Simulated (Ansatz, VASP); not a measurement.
Au: VASP beside Ansatz

POSCAR

```
Au
1.0
    0.0000000000      2.0455000000      2.0455000000
    2.0455000000      0.0000000000      2.0455000000
    2.0455000000      2.0455000000      0.0000000000
Au
1
Direct
    0.0000000000      0.0000000000      0.0000000000
```

INCAR.step1

```
PREC = Accurate
ENCUT = 520
ISMEAR = 0
SIGMA = 0.15
LREAL = False
LASPH = True
NELM = 100
NBANDS = 12
GGA = PE
ALGO = Normal
EDIFF = 1E-4
LWAVE = True
LCHARG = False
```

File INCAR.step2:

```
PREC = Accurate
ENCUT = 520
EDIFF = 1E-6
ISMEAR = 0
SIGMA = 0.15
LREAL = False
LASPH = True
NELM = 100
ALGO = Normal
ISIF = 2
LWAVE = False
LCHARG = True
METAGGA = R2SCAN
LMIXTAU = True
LELF = True
LVHAR = True
NBANDS = 12
ISTART = 1
```

Contents of KPOINTS:

```
Automatic mesh
0
Gamma
  22 22 22
```

Input for Ansatz:

```yaml
crystal:
  lattice:
    - [0.0, 2.0455, 2.0455]
    - [2.0455, 0.0, 2.0455]
    - [2.0455, 2.0455, 0.0]
  atoms:
    - { symbol: Au, position: [0.0, 0.0, 0.0] }
basis:
  ecutwfc: 500
kpoints:
  mp_grid: { grid: [22, 22, 22] }
hamiltonian:
  xc: r2scan
scf:
  occupations: { method: gaussian, width: 0.15 }
output:
  forces: true
  stress: true
  eigenvalues: true
```

Alike in both runs: task single point; functional r2SCAN; k mesh 22 × 22 × 22; occupations gaussian, width 0.15 eV; no spin polarisation.

|  | VASP | Ansatz |
| --- | --- | --- |
| version | VASP 6.6.1 | Ansatz 0.2.0 |
| potentials or method | VASP PAW PBE potentials, release 64 (Au) | scalar-relativistic, plane waves, PAW |
| plane-wave cutoff (eV) | 520 | 500 |
| valence electrons in the cell | 11 | 19 |

|  | VASP | Ansatz | Ansatz less VASP |
| --- | --- | --- | --- |
| gap on the k mesh at the Fermi level (eV) | none | none | - |
| pressure (GPa) | 4.4 | 4.1 | -0.33 |

A gap of «none» marks a metal or a gap that the smearing closes. The two sets of potentials don't hold the same shells in valence.

Caveats: the PAW data sets were made with another functional, which shifts forces and pressure a little (VASP). The runs have no spin-orbit coupling, so splittings on Au are missing.
